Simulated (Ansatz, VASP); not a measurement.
# Ag3As: VASP beside Ansatz, part 2 of 2

Aim: how closely do two programs agree when they are given the same cell, functional and k mesh? The cell is generated by rule, not measured, and may not be a known phase. The cell is taken from a series of runs on this material, whose earlier steps may have relaxed, scaled, displaced or heated it; both programs get it as it stands.

VASP 6.6.1 and Ansatz 0.2.0.

So far: The starting structure; VASP: relaxation of cell and atoms, PBE.

The structure was built from a prototype and need not be the compound's stable phase.

### Step 3. Ansatz: relaxation of cell and atoms, PBE

Level of this step: Ansatz beside VASP: Kohn-Sham DFT, plane waves, PBE (Ansatz).

Ansatz runs on its default PAW (the set named soft_2) files.

The same cell, functional and mesh now go to Ansatz, which takes its cutoff from its data sets.

input.yaml reads:

```yaml
crystal:
  lattice:
    - [9.5438229391, 0.0, 0.0]
    - [0.0, 4.8823916559, 0.0]
    - [0.0, 0.0, 5.0811541016]
  atoms:
    - { symbol: As, position: [0.25, 0.0, 0.8267044056] }
    - { symbol: As, position: [0.75, 0.0, 0.1732955944] }
    - { symbol: Ag, position: [0.75, 0.0, 0.6672344863] }
    - { symbol: Ag, position: [0.25, 0.0, 0.3327655137] }
    - { symbol: Ag, position: [0.25, 0.5, 0.9619120239] }
    - { symbol: Ag, position: [0.75, 0.5, 0.0380879761] }
    - { symbol: Ag, position: [0.5, 0.0, 0.0] }
    - { symbol: Ag, position: [0.0, 0.0, 0.0] }
kpoints:
  mp_grid: { grid: [4, 6, 6] }
hamiltonian:
  xc: pbe
scf:
  occupations: { method: fixed }
output:
  forces: true
  stress: true
  eigenvalues: true
relax:
  adjacent_minimum: "off"
  f_tol: 0.001
  max_steps: 60
  cell: { stress_tol: 0.01 }
```

The run is started by

```console
$ ansatz run input.yaml --threads 4 --pin off --max-ram 7168MiB --backend cpu --events-out ev --progress --plain --runs-dir out
```

Numbers of over 12 decimals in the logs are rounded to 6 here.

What it wrote:

```text
Engine: ansatz 0.2.0, aarch64-unknown-linux-gnu
Pseudopotentials: kind: paw
Pseudopotential: As, paw, valence charge 15, recommended cutoff 420 eV (normal), As.paw.azcp
Pseudopotential: Ag, paw, valence charge 19, recommended cutoff 420 eV (normal), Ag.paw.azcp
Functional definition: PBE
  parameter kappa = 0.804
  parameter beta = 0.066725
  exchange = pbe_x(kappa = kappa, mu = beta*pi^2/3)
  correlation = pbe_c(beta = beta)
Crystal: 8 atoms, lattice volume = 236.765 Å³
Basis set: ecut = 420 eV, 4619 PW (Γ), exchange–correlation on 128×72×72 points (8 copies of the dense FFT grid, shifted against one another)
Bands: 87, of which v1, the nominal top of the filled ones, is band 72 counted from 1 (71 counted from 0)
Symmetry: 8 space group operations
Space group: Pmma (ITA 51), of the structure as read, at distance tolerance 6.2e-5 Å
k-points: 48 of 144
Non-local potential: As, projectors of the file, l = 0: 2, l = 1: 2, l = 2: 3, l = 3: 1
Non-local potential: Ag, projectors of the file, l = 0: 3, l = 1: 2, l = 2: 2, l = 3: 1
PAW form: soft (Blöchl's): semilocal exchange-correlation on the pseudo side does not see the compensation charge
PAW one-centre angular grid: As, 590 points (default); XC on 64 Gauss nodes
PAW one-centre angular grid: Ag, 590 points (default); XC on 64 Gauss nodes
Initial density: superposition of atomic densities (neutral atoms: chi_scale 0, normalization atom), corrected by the library's trained network
Initial wavefunctions: pseudopotential atomic-orbital guess
Functional: x = pbe(κ = 0.804, μ = 0.219515), c = pbe(β = 0.066725)
SCF iter   1: F=—  HF=-55253.857879 eV  |F-HF|=—  |Δ(HF+E_count)|=         —  Δρ=2.15e-3  dr2=1.75e-2  ethr=1.77e-3  ⟨swp⟩=4.9  Hψ=11896  notcnv=0  defer=605
preconditioner: auto → Resta (q_TF=auto, 2.511 Å⁻¹)  ε∞=6.6  [insulator: Δε(μ)=0.179 eV  Ē_g=8.875 eV  n_scr=56 (ndim 8)  ℏωp=21.0 eV  f_vac=0.279  ε∞_Penn≈6.6]
SCF iter   2: F=—  HF=-55253.857060 eV  |F-HF|=—  |Δ(HF+E_count)|=   8.19e-4  Δρ=1.23e-3  dr2=6.41e-3  ethr=1.21e-5  ⟨swp⟩=2.0  Hψ=6768  notcnv=0  defer=624
SCF iter   3: F=—  HF=-55253.856288 eV  |F-HF|=—  |Δ(HF+E_count)|=   7.72e-4  Δρ=5.92e-4  dr2=1.19e-3  ethr=4.45e-6  ⟨swp⟩=2.0  Hψ=5683  notcnv=0  defer=623
SCF iter   4: F=—  HF=-55253.856077 eV  |F-HF|=—  |Δ(HF+E_count)|=   2.11e-4  Δρ=1.66e-4  dr2=1.40e-4  ethr=8.25e-7  ⟨swp⟩=2.0  Hψ=5618  notcnv=0  defer=619
SCF iter   5: F=—  HF=-55253.856136 eV  |F-HF|=—  |Δ(HF+E_count)|=   5.90e-5  Δρ=6.37e-5  dr2=2.04e-5  ethr=9.72e-8  ⟨swp⟩=2.0  Hψ=5875  notcnv=0  defer=423
SCF iter   6: F=—  HF=-55253.856264 eV  |F-HF|=—  |Δ(HF+E_count)|=   1.27e-4  Δρ=2.89e-5  dr2=4.50e-6  ethr=1.42e-8  ⟨swp⟩=2.0  Hψ=6066  notcnv=0  defer=414
SCF iter   7: F=—  HF=-55253.856267 eV  |F-HF|=—  |Δ(HF+E_count)|=   3.53e-6  Δρ=1.72e-5  dr2=9.97e-7  ethr=3.12e-9  ⟨swp⟩=2.0  Hψ=6066  notcnv=0  defer=414
SCF iter   8: F=—  HF=-55253.856269 eV  |F-HF|=—  |Δ(HF+E_count)|=   1.51e-6  Δρ=5.89e-6  dr2=1.45e-7  ethr=6.93e-10  ⟨swp⟩=2.0  Hψ=6066  notcnv=0  defer=414
SCF iter   9: F=-55253.856269 eV  HF=-55253.856269 eV  |F-HF|=3.50e-8  |Δ(HF+E_count)|=   4.74e-7  Δρ=1.62e-6  dr2=8.84e-9  ethr=6.94e-11  ⟨swp⟩=11.4  Hψ=19897  notcnv=0
SCF 1 converged in 9 iterations: F = -55253.856269 eV  dr2 = 8.84e-9
  greatest PAW one-centre occupation: 1.000 electrons in one spin orbital (limit 2), on the Ag atom at site 7 (counted from 0), in its partial waves of l = 0
relax step   1: F+E_penalty+E_count = -55253.85626910 eV  Δ(F+E_penalty+E_count) = +0.000e0 eV  max|allowed force component| = 1.137e-3 eV/Å  Δτ_max = 0.0000 Å  P = +0.009 GPa  Ω = 236.765 Å³  (9 SCF iters, dr2 threshold 1.00e-7 eV, accepted)
[...]
relax step   2: F+E_penalty+E_count = -55253.85625811 eV  Δ(F+E_penalty+E_count) = +1.098e-5 eV  max|allowed force component| = 5.880e-4 eV/Å  Δτ_max = 0.0001 Å  P = -0.000 GPa  Ω = 236.816 Å³  energy of the carried Pulay correction = -1.258e-5 eV  (5 SCF iters, dr2 threshold 3.90e-10 eV, accepted)
[...]
relax step   3: F+E_penalty+E_count = -55253.85626650 eV  Δ(F+E_penalty+E_count) = -8.385e-6 eV  max|allowed force component| = 5.872e-4 eV/Å  Δτ_max = 0.0000 Å  P = -0.000 GPa  Ω = 236.816 Å³  stress off target by 1.57e-3 GPa  SCF on the basis re-selected at this cell (its energy is not comparable with the rows above)  (7 SCF iters)
basis re-selected at this cell: Δ(F+E_penalty+E_count) = -8.385e-6 eV, ΔP = -0.000 GPa vs the last step (what re-selecting the basis moved, of the pressure what is left beyond the Pulay correction that the steps carried, after the strain that the cell walked since its last selection, with what the two solves' SCF thresholds leave and, on support functions, any second-order correction that the steps lacked; it is no m [...]
SCF converged after 7 iterations
Free energy (F): -55253.856266 eV
Harris-Foulkes:  -55253.856266 eV  (|F-HF|=1.46e-11)
Internal energy: -55253.856266 eV  (E = F + TS)
E sigma→0 (E₀):  -55253.856266 eV
Fermi energy:    7.694561 eV
--- Per-component energies (eV) ---
  E_band       = -3014.789015
  E_kinetic    = 3369.885543
  E_local      = -26726.412157  (includes V_loc(G=0)·N_el)
  E_nonlocal   = -854.948200
  E_hartree    = 12386.984928
  E_xc         = -1261.625959
  E_vxc        = -1559.339668  (∫ρ·V_xc dr)
  E_paw        = -27090.170809  (= ΣΔE_a)
  E_vpaw       = -2017.946273  (= ΣTr[D̂ρ^β])
  E_aug_tail   = 0.001881  (compensation charges beyond the density's cutoff)
  E_ewald      = -15077.571493
  E_smearing   = -0.000000  (= −TS)
  E_closure    = 0.000000  (closes the sum)
  Σ components = -55253.856266   (vs F -55253.856266, Δ=0.00e0)
--- Forces (eV/Å), atoms counted from 1 ---
  atom   1  As     0.00000000     0.00000000     0.00037664
  atom   2  As     0.00000000     0.00000000    -0.00037664
  atom   3  Ag     0.00000000     0.00000000     0.00058718
  atom   4  Ag     0.00000000     0.00000000    -0.00058718
  atom   5  Ag     0.00000000     0.00000000     0.00012271
  atom   6  Ag     0.00000000     0.00000000    -0.00012271
  atom   7  Ag     0.00000000    -0.00000000     0.00000000
  atom   8  Ag    -0.00000000    -0.00000000     0.00000000
  max |Σ_I F_I| component: 1.08e-19 eV/Å
--- Stress (GPa, compression-positive) ---
       -0.001566       0.000000       0.000000
        0.000000      -0.000904       0.000000
        0.000000       0.000000       0.001566
  P = ⅓ Tr σ = -0.0003 GPa (-0.003 kbar)
--- Band table (eV; the first three rows and the last of 48) ---
  k-point 0: bands = [... 68 lower, 5.6099, 5.9801, 6.0267, 6.8893, 7.8357, 8.1354, 9.9877, 10.0052, ... 11 higher]
  k-point 1: bands = [... 68 lower, 5.5257, 5.8834, 6.2242, 7.0780, 8.7579, 9.0320, 10.0785, 10.1196, ... 11 higher]
  k-point 2: bands = [... 68 lower, 5.3149, 6.2731, 6.6992, 7.4768, 9.3766, 9.4275, 9.6130, 10.5076, ... 11 higher]
  k-point 47: bands = [... 68 lower, 5.8027, 5.8027, 7.0584, 7.0584, 8.3530, 8.3530, 9.4674, 9.4674, ... 11 higher]
--- Relaxed structure (2 steps of the walk, 2 accepted, 1 SCFs on fresh bases) ---
  F+E_penalty+E_count = -55253.85626650 eV   max|allowed force component| = 5.872e-4 eV/Å   (the final SCF, on the basis selected at the relaxed cell)
  cell:  # Å, volume = 236.8164 Å³
    - [9.544332, 0.0, 0.0]
    - [0.0, 4.882725, 0.0]
    - [0.0, 0.0, 5.081641]
  atoms:
    - { symbol: As, position: [0.25, 0.0, 0.826716] }
    - { symbol: As, position: [0.750000, 0.0, 0.173284] }
    - { symbol: Ag, position: [0.750000, 0.0, 0.667243] }
    - { symbol: Ag, position: [0.25, 0.0, 0.332757] }
    - { symbol: Ag, position: [0.25, 0.5, 0.961916] }
    - { symbol: Ag, position: [0.750000, 0.5, 0.038084] }
    - { symbol: Ag, position: [0.5, 0.0, 0.0] }
    - { symbol: Ag, position: [0.0, 0.0, 0.0] }
```

### Step 4. Differences

Known differences besides the potentials themselves: fixed occupations in Ansatz, narrow Gaussian smearing in VASP; the data sets hold 144 valence electrons in Ansatz (on its default PAW (the set named soft_2) files) and 76 in VASP; the cutoff is 420 eV in Ansatz and 500 eV in VASP; Ansatz adds a Pulay correction to the stress that steers its cell, VASP none. Total energies have different zeros and are not compared.

The two programs side by side:

| quantity | Ansatz | VASP | difference |
| --- | --- | --- | --- |
| volume (Å³) | 236.82 | 236.99 | -0.07 % |
| edge a after relaxation, in the typed setting (Å) | 9.544 | 9.546 | -0.02 % |
| edge b after relaxation, in the typed setting (Å) | 4.883 | 4.884 | -0.03 % |
| edge c after relaxation, in the typed setting (Å) | 5.082 | 5.083 | -0.02 % |

### Step 5. Summary of results

```
difference in volume (relaxation of cell and atoms, PBE) : -0.072 %
```

**Reading.** The difference in volume is -0.072 % (relaxation of cell and atoms, PBE), within the 1.2 % picked in this series as the mark of a large difference, as far as the stopping tolerances let one tell. The data sets hold unlike numbers of valence electrons (144 in Ansatz and 76 in VASP), so part of the differences may come from the potentials. 1 further pair of this series is not shown here. How closely two codes agree says nothing of how well the functional describes the real material.

[Lines on the potential files, build, host, timing and source positions are cut from VASP's logs without a mark.]

[Logs are printed without paths, hosts, clocks, repeated set-up lines and the standing remarks that a program may print on its own settings, such as how far it seeks lower states.]

[Hosts, paths, dates, database ids (printed as entryN), source tags and the programs' standing remarks are cut or masked in the printed files.]
